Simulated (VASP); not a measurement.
TiCo: equation of state with PBEsol

Crystal: TiCo.

```
CELL_PARAMETERS angstrom
2.93086 0.00000 0.00000
0.00000 2.93086 0.00000
0.00000 0.00000 2.93086
ATOMIC_POSITIONS crystal
Co 0.50000 0.50000 0.50000
Ti 0.00000 0.00000 0.00000
```

The cell comes from a database or a generator and needn't be the stable form of this composition.

```
Program                : VASP 6.6.1
Task                   : equation of state
Functional             : PBEsol
Potentials or basis    : VASP PAW PBE potentials, release 64 (Co, Ti_sv)
Cutoff                 : 520 eV
k mesh                 : 8 × 8 × 8
Occupations            : fermi-dirac, width 0.05 eV
Spin                   : collinear spin, ferromagnetic start
Starting moments       : [2.0, 1.0] μB
Ladder                 : gaps
Further INCAR settings : ALGO = Fast; EDIFF = 1e-06
```

The equilibrium volume is 12.59 Å³/atom, the bulk modulus is 195 GPa and the pressure derivative of the bulk modulus is 4.2 (rough: it moves with the points fitted).

Energy against volume, from the lowest point:
| volume (Å³/atom) | energy (meV/atom) |
| --- | --- |
| 12.084 | 13.12 |
| 12.336 | 3.16 |
| 12.588 | 0.00 |
| 12.840 | 2.96 |
| 13.092 | 11.45 |

All runs of the series together: 2.6 min on 1 thread of Intel(R) Xeon(R) Platinum 8488C (Sapphire Rapids), with other jobs on the host.

Caveat: the PAW data sets were made with another functional, which shifts forces and pressure a little.
